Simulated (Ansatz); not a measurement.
## Structure types of As at zero pressure

Structure types of As are relaxed in primitive cells with their symmetry kept at 0 GPa, first on PAW files, then by LAPW. The enthalpy is E + pV at zero temperature, without zero-point motion. Only the types listed were tried, and differences under about 5 meV/atom are mesh noise. The real phase may be another.

Level of theory: DFT with PBE, scalar-relativistic, in Ansatz 0.2.0; Fermi–Dirac smearing of 0.05 eV, no spin polarisation. LAPW: all electrons, basis error target 0.5 meV/atom; PAW: frozen-core files, cutoff 420 eV.

k meshes: fcc 17×17×17, bcc 17×17×17, hcp 16×16×9, sc 15×15×15, diamond 12×12×12.

Order the types by LAPW enthalpy, lowest first.
A. fcc
B. sc
C. bcc
D. hcp
E. diamond

B (0 meV/atom), E (194 meV/atom), C (330 meV/atom), D (387 meV/atom), A (431 meV/atom).

```csv
start type,ends as,"a, b, c (Å)",V (Å³/atom),"H − H(lowest), LAPW (meV/atom)","same, PAW"
fcc,"fcc, Fm-3m","4.261, 4.261, 4.261",19.34,431.1,431.3
bcc,"bcc, Im-3m","3.367, 3.367, 3.367",19.09,329.7,329.9
hcp,"hcp, P6_3/mmc","3.053, 3.053, 4.763",19.23,386.8,387.0
sc,"sc, Pm-3m","2.729, 2.729, 2.729",20.33,0.0,0.0
diamond,"diamond, Fd-3m","6.107, 6.107, 6.107",28.47,194.0,193.6
```
